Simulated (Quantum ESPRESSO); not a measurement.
**Pt under changes of volume**

One of the cells (15.904 Å³/atom); the others are scaled copies at fixed shape and fractional positions:

```
CELL_PARAMETERS angstrom
-1.58422 1.58422 1.58422
1.58422 -1.58422 1.58422
1.58422 1.58422 -1.58422
ATOMIC_POSITIONS crystal
Pt 0.00000 0.00000 0.00000
```

This isn't the form of Pt at room conditions, which is fcc.

| Quantity | Value |
| --- | --- |
| Program | Quantum ESPRESSO 7.5 |
| Functional | r2SCAN |
| Potentials or basis | SG15 PBE 1.2 |
| Cutoff | 952 eV |
| Density cutoff | 3810 eV |
| k mesh | 9 × 9 × 9 |
| Occupations | fermi-dirac, width 0.05 eV |
| Spin | no spin polarisation |

```tsv
volume (Å³/atom)	energy over the lowest point (meV/atom)	pressure (GPa)
14.950	13.98	9.5
15.268	1.15	3.2
15.586	0.00	-2.2
15.904	?	?
16.222	26.30	-11.0
16.540	51.05	-14.5
16.858	82.36	-17.6
```

What does the run at 15.904 Å³/atom give?

Energy over the lowest point 8.91 meV/atom; pressure -6.9 GPa.

Worked out: A Birch-Murnaghan fit of order 3 (a polynomial in V^(-2/3)) to the other rows has its minimum at 15.46 Å³/atom with B0 = V·E''(V) = 259 GPa and B' = 6.2. It gives 8.81 meV/atom at 15.904 Å³/atom, against the run's 8.91, and -dE/dV = -6.7 GPa, against -6.9.

Energies are extrapolated to zero smearing.

Caveats: the potentials were made for another functional, which shifts forces and pressure.
